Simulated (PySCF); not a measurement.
Level sweep

Species: C₂H₂Cl₂.
Structure used (PBE0-D3(BJ)/def2-SVP), in Å, numbered top down from 1:
```xyz
6
C2H2Cl2 angstrom
Cl     1.2889    0.9891   -1.2787
C      0.4791   -0.2670   -0.4439
C     -0.4827   -0.0746    0.4606
Cl    -1.0679    1.4604    0.9406
H      0.8027   -1.2778   -0.7007
H     -0.9570   -0.9261    0.9529
```

PySCF, dipoles from the SCF density, polarisabilities from static response with core orbitals frozen. Isolated species at its PBE0-D3(BJ)/def2-SVP geometry, gas phase.

Reference dipole: 1.900 D (measured, gas; NIST CCCBDB Release 22 (SRD 101), experimental dipoles). Reference dipole: 1.900 D (measured, unstated (gas or solution; conformer average); Muller, Mokrushina, Arlt, J. Chem. Eng. Data 57 (2012) 1231, supporting information). Reference polarisability: 8.030 Å³ (measured, gas; NIST CCCBDB Release 22 (SRD 101), experimental polarizabilities). Errors are taken against the first value of each kind. The anisotropy is √(½[(α1 − α2)² + (α2 − α3)² + (α3 − α1)²]).

| level | μ (D) | error (%) | α (au) | error (%) | anisotropy (au) |
| --- | --- | --- | --- | --- | --- |
| LDA/def2-SVPD | 1.765 | -7.1 | 55.59 | +2.6 | 29.69 |
| PBE/def2-SVPD | 1.750 | -7.9 | 55.27 | +2.0 | 29.74 |
| B3LYP/def2-SVPD | 1.841 | -3.1 | 54.12 | -0.1 | 28.99 |
| PBE0/def2-SVPD | 1.880 | -1.0 | 53.44 | -1.4 | 28.45 |
| BHandHLYP/def2-SVPD | 1.971 | +3.8 | 52.53 | -3.1 | 28.10 |
| CAM-B3LYP/def2-SVPD | 1.919 | +1.0 | 53.32 | -1.6 | 28.30 |
| wB97X-D/def2-SVPD | 1.948 | +2.5 | 53.06 | -2.1 | 27.78 |
| LC-wPBE/def2-SVPD | 1.998 | +5.1 | 51.89 | -4.2 | 27.24 |
| HF/def2-SVPD | 2.144 | +12.8 | 51.42 | -5.1 | 27.72 |
| PBE0/6-31G* | 2.017 | +6.1 | 38.92 | -28.2 | 33.52 |

For the dipole, the smallest error is 1.0% (CAM-B3LYP/def2-SVPD and PBE0/def2-SVPD) and the largest 12.8% (HF/def2-SVPD). For the polarisability, the smallest error is 0.1% (B3LYP/def2-SVPD) and the largest 28.2% (PBE0/6-31G*). The dipole runs from 1.75 D (PBE/def2-SVPD) to 2.14 D (HF/def2-SVPD). In one basis (def2-SVPD) the functionals order the polarisability from HF (lowest) to LDA (highest), a spread of 8%. With PBE0 the polarisability is 38.92 au without diffuse functions (6-31G*) and 53.44 au with them (def2-SVPD). Measured values can belong to vibrating molecules; the computed ones are for one fixed geometry.
